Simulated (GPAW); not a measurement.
# O K-edge XANES of wurtzite (ZnO)₁₋ₓ(CdO)ₓ at x = 0

Aim: the O K edge in wurtzite (ZnO)₁₋ₓ(CdO)ₓ at x = 0, one member of a composition series.

Method: X-ray absorption from dipole matrix elements to empty bands, plane-wave PAW PBE, in GPAW 26.7.0.

**1. Set-up**

Symmetry: P6_3mc, No. 186, hexagonal system. Conventional cell: a = 3.250 Å, b = 3.250 Å, c = 5.207 Å, α = 90.00°, β = 90.00°, γ = 120.00°. Zn has 4 O at 1.98 Å nearest. Nearest to O lie 4 Zn at 1.98 Å. 16-atom wurtzite cell, 0 of 8 Zn sites taken by Cd at random, lattice constants typed for the ends and interpolated (Vegard). Farther neighbours and most contacts between anions are not listed.

Structure file:

```cif
data_structure
_symmetry_space_group_name_H-M 'P6_3mc'
_symmetry_Int_Tables_number 186
_cell_length_a 3.2500
_cell_length_b 3.2500
_cell_length_c 5.2070
_cell_angle_alpha 90.000
_cell_angle_beta 90.000
_cell_angle_gamma 120.000
_cell_volume 47.63
loop_
_atom_site_label
_atom_site_type_symbol
_atom_site_symmetry_multiplicity
_atom_site_Wyckoff_symbol
_atom_site_fract_x
_atom_site_fract_y
_atom_site_fract_z
_atom_site_occupancy
Zn1 Zn 2 b 0.66667 0.33333 0.00000 1
O1 O 2 b 0.33333 0.66667 0.87986 1
```

**2. Relaxation**

Bond lengths around the absorber set the edge shape, so the atoms are relaxed before any spectrum.

File relax.py:

```python
import numpy as np
from ase import Atoms
from ase.parallel import parprint, paropen
from gpaw import GPAW, PW, FermiDirac, Mixer, MixerDif, setup_paths
from ase.optimize import BFGS

atoms = Atoms('ZnOZnOZnOZnOZnOZnOZnOZnO',
    cell=[[6.5, 0, 0],
     [0, 5.629165, 0],
     [0, 0, 5.207]],
    scaled_positions=[[0, 0, 0],
     [0, 0.333333, 0.120142],
     [0, 0.333333, 0.5],
     [0, 0, 0.620142],
     [0.25, 0.5, 0],
     [0.25, 0.833333, 0.120142],
     [0.25, 0.833333, 0.5],
     [0.25, 0.5, 0.620142],
     [0.5, 0, 0],
     [0.5, 0.333333, 0.120142],
     [0.5, 0.333333, 0.5],
     [0.5, 0, 0.620142],
     [0.75, 0.5, 0],
     [0.75, 0.833333, 0.120142],
     [0.75, 0.833333, 0.5],
     [0.75, 0.5, 0.620142]],
    pbc=True)
atoms.calc = GPAW(legacy_gpaw=True, mode=PW(500, force_complex_dtype=True), xc='PBE', setups={},
    kpts={'size': (3, 3, 3), 'gamma': True}, occupations=FermiDirac(0.08),
    charge=0, mixer=Mixer(0.1, 5, 50), maxiter=150,
    convergence={'density': 0.0001, 'eigenstates': 1e-6}, txt='relax.txt')
steps = []
opt = BFGS(atoms, logfile='-')
opt.attach(lambda: steps.append([atoms.get_potential_energy(), float(np.linalg.norm(atoms.get_forces(), axis=1).max())]))
done = opt.run(fmax=0.05, steps=30)
out = dict(done=bool(done), steps=steps, frac=atoms.get_scaled_positions().tolist())
import json
with paropen('out.json', 'w') as f:
    json.dump(out, f)
```

Started as:

```sh
$ OMP_NUM_THREADS=1 mpirun -n 4 gpaw python relax.py
```

Numbers of over 12 decimals in the logs are rounded to 6 here.

What it wrote:

```text
Input parameters:
  convergence: {density: 0.0001,
                eigenstates: 1e-06}
  kpts: {gamma: True,
         size: (3, 3, 3)}
  maxiter: 150
  mixer: {backend: pulay,
          beta: 0.1,
          method: separate,
          nmaxold: 5,
          weight: 50}
  mode: {ecut: 500.0,
         force_complex_dtype: True,
         name: pw}
  occupations: {fixmagmom: False,
                name: fermi-dirac,
[...]
(s=0, k=0, n=71, [0.00, 0.00, 0.00]) -> (s=0, k=0, n=72, [0.00, 0.00, 0.00])
No difference between direct/indirect transitions

Forces in eV/Ang:
[...]
14 Zn   -0.00094    0.00455   -0.00005
 15 O    -0.00018    0.00313   -0.00455
Step     Time          Energy          fmax
BFGS:    0 02:00:59      -70.481361        0.064292
BFGS:    1 02:01:06      -70.481792        0.056170
BFGS:    2 02:01:17      -70.481908        0.067823
BFGS:    3 02:01:27      -70.482646        0.007946
[key lines of the parts left out:]
Converged after 6 iterations.
Dipole moment: (0.000000, 3.723527, -5.953338) |e|*Ang
Free energy:    -70.482646
Fermi level: 4.35520
```

It took 55 s on 4 MPI ranks of Intel Xeon Platinum 8488C (Sapphire Rapids), shared host; peak memory 0.26 GiB; 3.7 min of CPU time.

In 3 steps the energy fell by 1 meV (energies extrapolated to zero smearing) and the largest force to 0.008 eV/Å. No atom moved by more than 0.005 Å.

**3. Ground state of the crystal**

The ground state comes first: it tells whether the system has a gap, which decides how the excited electron is treated.

File scf.py:

```python
import numpy as np
from ase import Atoms
from ase.parallel import parprint, paropen
from gpaw import GPAW, PW, FermiDirac, Mixer, MixerDif, setup_paths
from gpaw.test import gen
setup_paths.insert(0, '.')
gen('O', name='nch1s', xcname='PBE', corehole=(1, 0, 0), write_xml=True)
from gpaw.mpi import world
world.barrier()

atoms = Atoms('ZnOZnOZnOZnOZnOZnOZnOZnO',
    cell=[[6.5, 0, 0],
     [0, 5.629165, 0],
     [0, 0, 5.207]],
    scaled_positions=[[0, 0.9999604, 0.0006587],
     [0, 0.3331747, 0.1192556],
     [0, 0.3333725, 0.5005398],
     [0, 0.0001613, 0.6198891],
     [0.2499968, 0.4999889, 0.0006385],
     [0.2500762, 0.8331786, 0.1192559],
     [0.2499969, 0.8333443, 0.50052],
     [0.2500795, 0.5001571, 0.619885],
     [0.5, 0.0000169, 0.0006187],
     [0.5, 0.3331821, 0.1192526],
     [0.5, 0.3333162, 0.5005003],
     [0.5, 0.0001537, 0.6198796],
     [0.7500032, 0.4999889, 0.0006385],
     [0.7499238, 0.8331786, 0.1192559],
     [0.7500031, 0.8333443, 0.50052],
     [0.7499205, 0.5001571, 0.619885]],
    pbc=True)
atoms.calc = calc = GPAW(legacy_gpaw=True, mode=PW(500, force_complex_dtype=True), xc='PBE', setups={1: 'nch1s'},
    kpts={'size': (3, 4, 4), 'gamma': True}, occupations=FermiDirac(0.05),
    charge=0, mixer=Mixer(0.1, 5, 50), maxiter=150,
    convergence={'density': 0.0001, 'eigenstates': 1e-6}, txt='scf.txt')
energy = atoms.get_potential_energy() + calc.get_reference_energy()
ef = calc.get_fermi_level()
out = dict(energy=energy, fermi=ef, forces=atoms.get_forces().tolist())
parprint(f'all-electron energy {energy:.4f} eV, Fermi level {ef:.4f} eV')
ev = np.array([[calc.get_eigenvalues(k, s) for k in range(len(calc.get_ibz_k_points()))] for s in range(calc.get_number_of_spins())])
out['homo'], out['lumo'], out['counts'] = ev[ev < ef].max(), ev[ev > ef].min(), sorted(set((ev < ef).sum((0, 2)).tolist()))
out['filled'] = (ev[:, 0] < ef).sum(1).tolist()
import json
with paropen('out.json', 'w') as f:
    json.dump(out, f)
```

Started as:

```sh
$ OMP_NUM_THREADS=1 mpirun -n 4 gpaw python scf.py
```

What it wrote:

```text
Input parameters:
  convergence: {density: 0.0001,
                eigenstates: 1e-06}
  kpts: {gamma: True,
         size: (3, 4, 4)}
  maxiter: 150
  mixer: {backend: pulay,
          beta: 0.1,
          method: separate,
          nmaxold: 5,
          weight: 50}
  mode: {ecut: 500.0,
         force_complex_dtype: True,
         name: pw}
  occupations: {fixmagmom: False,
                name: fermi-dirac,
                width: 0.05}
  setups: {1: nch1s}
  xc: PBE

Initialize ...

[... PAW data sets ...]

Reference energy: -407217.431747  # eV

Spin-paired calculation

[... convergence settings ...]
Symmetries present (total): 2
  [... symmetry matrices ...]

48 k-points: 3 x 4 x 4 Monkhorst-Pack grid + [0.000000,1/8,1/8]
20 k-points in the irreducible part of the Brillouin zone
       k-points in crystal coordinates                weights
   0:     0.00000000    0.00000000    0.00000000          1/48
   1:     0.00000000    0.00000000    0.25000000          2/48
   2:     0.00000000    0.00000000    0.50000000          1/48
   3:     0.00000000    0.25000000   -0.25000000          2/48
   4:     0.00000000    0.25000000    0.00000000          2/48
   5:     0.00000000    0.25000000    0.25000000          2/48
   6:     0.00000000    0.25000000    0.50000000          2/48
   7:     0.00000000    0.50000000    0.00000000          1/48
   8:     0.00000000    0.50000000    0.25000000          2/48
   9:     0.00000000    0.50000000    0.50000000          1/48
          ...
  19:     0.33333333    0.50000000    0.50000000          2/48

Wave functions: Plane wave expansion
  Cutoff energy: 500.000 eV
  Number of coefficients (min, max): 4800, 4864
  Pulay-stress correction: 0.000000 eV/Ang^3 (de/decut=0.000000)
  Using FFTW library
  Wavefunction extrapolation:
    Improved wavefunction reuse through dual PAW basis

Occupation numbers: Fermi-Dirac:
  width: 0.0500  # eV

Eigensolver
   Davidson(niter=2)

Densities:
  Coarse grid: 35*30*27 grid
  Fine grid: 70*60*54 grid
  Total Charge: 0.000000

Density mixing:
  Method: separate
  Backend: pulay
  Linear mixing parameter: 0.1
  old densities: 5
  Width of damping distribution: 1.1
  Damping of long wavelength oscillations: 50

[... Hamiltonian set-up ...]
Number of atoms: 16
Number of atomic orbitals: 104
Number of bands in calculation: 91
Number of valence electrons: 144
Bands to converge: occupied

... initialized

Initializing position-dependent things.

Density initialized from atomic densities
Creating initial wave functions:
  91 bands from LCAO basis set

Positions:
   0 Zn     0.000000    5.628942    0.003430    ( 0.0000,  0.0000,  0.0000)
   1 O      0.000000    1.875495    0.620964    ( 0.0000,  0.0000,  0.0000)
   2 Zn     0.000000    1.876609    2.606311    ( 0.0000,  0.0000,  0.0000)
   3 O      0.000000    0.000908    3.227763    ( 0.0000,  0.0000,  0.0000)
   4 Zn     1.624979    2.814520    0.003325    ( 0.0000,  0.0000,  0.0000)
   5 O      1.625495    4.690100    0.620965    ( 0.0000,  0.0000,  0.0000)
   6 Zn     1.624980    4.691033    2.606208    ( 0.0000,  0.0000,  0.0000)
[...]
13 O      4.874505    4.690100    0.620965    ( 0.0000,  0.0000,  0.0000)
  14 Zn     4.875020    4.691033    2.606208    ( 0.0000,  0.0000,  0.0000)
  15 O      4.874483    2.815467    3.227741    ( 0.0000,  0.0000,  0.0000)

Unit cell:
           periodic     x           y           z      points  spacing
  1. axis:    yes    6.500000    0.000000    0.000000    35     0.1857
  2. axis:    yes    0.000000    5.629165    0.000000    30     0.1876
  3. axis:    yes    0.000000    0.000000    5.207000    27     0.1929

  Lengths:   6.500000   5.629165   5.207000
  Angles:   90.000000  90.000000  90.000000

Effective grid spacing dv^(1/3) = 0.1887

iter:   1   -81.519044
iter:   2   -75.708398   -0.50  -0.99
iter:   3   -70.635483   -0.56  -1.10
iter:   4   -70.506056   -2.09  -1.49
iter:   5   -70.545230   -2.64  -1.74
iter:   6   -70.588189   -3.56  -2.63
iter:   7   -70.500657   -2.75  -2.50
iter:   8   -70.500474   -3.61  -2.97
iter:   9   -70.520486c  -3.18  -3.08
iter:  10   -70.505410c  -3.90  -2.87
iter:  11   -70.501362c  -3.59  -3.25
iter:  12   -70.501392c  -5.09  -4.26c
iter:  13   -70.501380c  -5.98  -4.27c
iter:  14   -70.501386c  -6.76c -4.47c

Converged after 14 iterations.

Dipole moment: (-0.000000, 3.724289, -5.953350) |e|*Ang

Energy contributions relative to reference atoms: (reference = -407217.431747)

Kinetic:       +151.955364
Potential:     -127.005264
External:        +0.000000
XC:             -95.523226
Entropy (-ST):   -0.000032
Local:           +0.071757
SIC:             +0.000000
--------------------------
Free energy:    -70.501402
Extrapolated:   -70.501386

Showing only first 2 kpts
 Kpt  Band  Eigenvalues  Occupancy
  0    70      3.92099    1.99946
  0    71      3.92112    1.99946
  0    72      4.68526    0.00170
  0    73      9.10262    0.00000

  1    70      3.81050    1.99994
  1    71      3.81063    1.99994
  1    72      5.83302    0.00000
  1    73      8.60690    0.00000

Fermi level: 4.33167

Gap: 0.764 eV
Transition (v -> c):
  (s=0, k=0, n=71, [0.00, 0.00, 0.00]) -> (s=0, k=0, n=72, [0.00, 0.00, 0.00])
No difference between direct/indirect transitions

Forces in eV/Ang:
  0 Zn    0.00000   -0.00671    0.00229
  1 O     0.00000   -0.00433    0.00458
  2 Zn    0.00000    0.00683    0.00081
  3 O     0.00000    0.00431    0.00494
  4 Zn    0.00105   -0.00469    0.00056
  5 O     0.00100   -0.00359    0.00385
  6 Zn    0.00100    0.00470   -0.00084
[...]
13 O    -0.00100   -0.00359    0.00385
 14 Zn   -0.00100    0.00470   -0.00084
 15 O    -0.00072    0.00359    0.00449
Scalar-relativistic atomic PBE calculation for O (Oxygen, Z=8)
Core hole in 1s state (1s occupation: 2.0)
300 radial gridpoints.
|------------------------------------------------|
|------------------------------------------------|
[... the atom generator's iteration count ...]

Energy contributions:
-------------------------
Kinetic:      +74.889487
XC:            -8.275248
Potential:   -141.614183
-------------------------
Total:        -74.999944

state      eigenvalue         ekin         rmax
-----------------------------------------------
1s^2.0 :   -18.913699    29.145489        0.129
2s^2.0 :    -0.880545     3.220963        0.871
2p^4.0 :    -0.331818     2.539146        0.819
-----------------------------------------------
(units: Bohr and Hartree)

Generating PAW setup
Kinetic energy of the core from tauc = 58.337696
Cutoffs:
rc(s)=1.300
rc(p)=1.130
rc(d)=1.170
rc(vbar)=1.300
rc(comp)=1.260
rc(nct)=1.300

Kinetic energy of the core states: 58.290978
Charge: 0.0
Core electrons: 2.0
Valence electrons: 6.0
Pseudo-core charge: 0.000736
Shape function alpha=6.299
Pseudo-electron charge 5.680117
state    eigenvalue         norm
--------------------------------
2s(2) :    -0.880545     1.081993
*s    :     0.119455
2p(4) :    -0.331818     0.878848
*p    :     0.668182
*d    :     0.000000
--------------------------------

Diagonalizing with gridspacing h=0.050

state   all-electron     PAW
-------------------------------
2s:      -0.880545    -0.881653
2p:      -0.331818    -0.335594
*d:                    0.049820
*f:                    0.077145
-------------------------------
all-electron energy -407287.9331 eV, Fermi level 4.3317 eV
```

Elapsed: 48 s, on 4 MPI ranks; peak memory 0.33 GiB; 3.2 min of CPU time.

The mesh shows a gap of 0.76 eV. The excited electron is kept all the same, so that all members of the series, with or without a gap, are treated alike.

**4. Cell without a hole, the energy reference**

The photon energy needs a difference of total energies, so the cell and mesh of the coming hole run are first run without a hole.

Changes to scf.py since step 3:

```diff
@@ -32,3 +32,3 @@
 atoms.calc = calc = GPAW(legacy_gpaw=True, mode=PW(500, force_complex_dtype=True), xc='PBE', setups={1: 'nch1s'},
-    kpts={'size': (3, 4, 4), 'gamma': True}, occupations=FermiDirac(0.05),
+    kpts={'size': (3, 3, 3), 'gamma': True}, occupations=FermiDirac(0.02),
     charge=0, mixer=Mixer(0.1, 5, 50), maxiter=150,
```

What it wrote:

```text
Input parameters:
  convergence: {density: 0.0001,
                eigenstates: 1e-06}
  kpts: {gamma: True,
         size: (3, 3, 3)}
  maxiter: 150
  mixer: {backend: pulay,
          beta: 0.1,
          method: separate,
          nmaxold: 5,
          weight: 50}
  mode: {ecut: 500.0,
         force_complex_dtype: True,
         name: pw}
  occupations: {fixmagmom: False,
                name: fermi-dirac,
[...]
2s(2) :    -0.880545     1.081993
*s    :     0.119455
2p(4) :    -0.331818     0.878848
*p    :     0.668182
*d    :     0.000000
--------------------------------

Diagonalizing with gridspacing h=0.050

state   all-electron     PAW
-------------------------------
2s:      -0.880545    -0.881653
2p:      -0.331818    -0.335594
*d:                    0.049820
*f:                    0.077145
-------------------------------
all-electron energy -407287.9141 eV, Fermi level 4.3111 eV
[key lines of the parts left out:]
Converged after 13 iterations.
Dipole moment: (-0.000000, 3.722911, -5.952400) |e|*Ang
Free energy:    -70.482343
Fermi level: 4.31108
```

The job ended after 27 s (4 MPI ranks; peak memory 0.26 GiB; 1.8 min of CPU time).

Reference energy: -407287.914 eV with the cores included.

(Part 1 of 3 ends here.)

[Banner, clock and machine lines of the logs are left out without a mark of their own.]

[Logs are printed without paths, hosts, clocks, repeated set-up lines and the standing remarks that a program may print on its own settings, such as how far it seeks lower states.]

[Hosts, paths, dates, database ids (printed as entryN), source tags and the programs' standing remarks are cut or masked in the printed files.]

[Lists of maxima count a maximum above −3 eV only where it reaches 4 % of the highest in the window and stands out from its surroundings by 2 % of it (1.5 % where it reaches 55 %); shoulders and weaker maxima are passed over, and of the rest the first, up to two pre-edge ones and the few strongest are named.]
